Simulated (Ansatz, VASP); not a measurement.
## One calculation of BN, two programs

File INCAR:

```
PREC = Accurate
ENCUT = 520
EDIFF = 1E-7
ISMEAR = -1
SIGMA = 0.05
LREAL = F
LASPH = T
NELM = 100
ALGO = Normal
ISIF = 2
LWAVE = F
LCHARG = F
GGA = PE
NBANDS = 16
```

Contents of KPOINTS:

```
regular mesh
0
Gamma
  12 12 6
```

The input POSCAR:

```
BN
1.0
    2.5194226731      0.0000000000      0.0000000000
   -1.2597113366      2.1818840378      0.0000000000
    0.0000000000      0.0000000000      4.1697283350
N B
2 2
Direct
    0.3333333333      0.6666666667      0.1252760000
    0.6666666667      0.3333333333      0.6252760000
    0.3333333333      0.6666666667      0.4997240000
    0.6666666667      0.3333333333      0.9997240000
```

Contents of input.yaml:

```yaml
crystal:
  lattice:
    - [2.5194226731, 0.0, 0.0]
    - [-1.2597113366, 2.1818840378, 0.0]
    - [0.0, 0.0, 4.169728335]
  atoms:
    - { symbol: "N", position: [0.3333333333, 0.6666666667, 0.125276] }
    - { symbol: "N", position: [0.6666666667, 0.3333333333, 0.625276] }
    - { symbol: B, position: [0.3333333333, 0.6666666667, 0.499724] }
    - { symbol: B, position: [0.6666666667, 0.3333333333, 0.999724] }
hamiltonian:
  xc: pbe
  pseudopotentials: { kind: paw }
kpoints:
  mp_grid: { grid: [12, 12, 6] }
scf:
  occupations: { method: fermi_dirac, width: 0.05 }
output:
  forces: true
  stress: true
  eigenvalues: true
  write_density: true
  write_potential: true
  elf: true
  volumetric_format: npy
```

Change from the starting cell: volume scaled by 0.96.

Alike in both runs: task single point; functional PBE; k mesh 12 × 12 × 6; occupations fermi-dirac, width 0.05 eV; no spin polarisation.

|  | VASP | Ansatz |
| --- | --- | --- |
| version | VASP 6.6.1 | Ansatz 0.2.0 |
| potentials or method | VASP PAW PBE potentials, release 64 (N, B) | Ansatz PAW |
| plane-wave cutoff (eV) | 520 | 420 |
| valence electrons in the cell | 16 | 16 |

```tsv
	VASP	Ansatz	Ansatz less VASP
gap on the k mesh at the Fermi level (eV)	5.13	5.15	+0.018
least direct gap on the mesh (eV)	8.43	8.44	+0.008
pressure (GPa)	16.7	16.3	-0.37
largest component of the traceless stress (GPa)	0.41	0.37	-0.036
rms of the force components (eV/Å)	0.010	0.009	-0.0011
```

Atom by atom the forces differ by 0.001 eV/Å (rms over components).

Caveats: the pressure holds a Pulay correction of +1.1 GPa for the finite cutoff (Ansatz). A k mesh can miss the band edges.
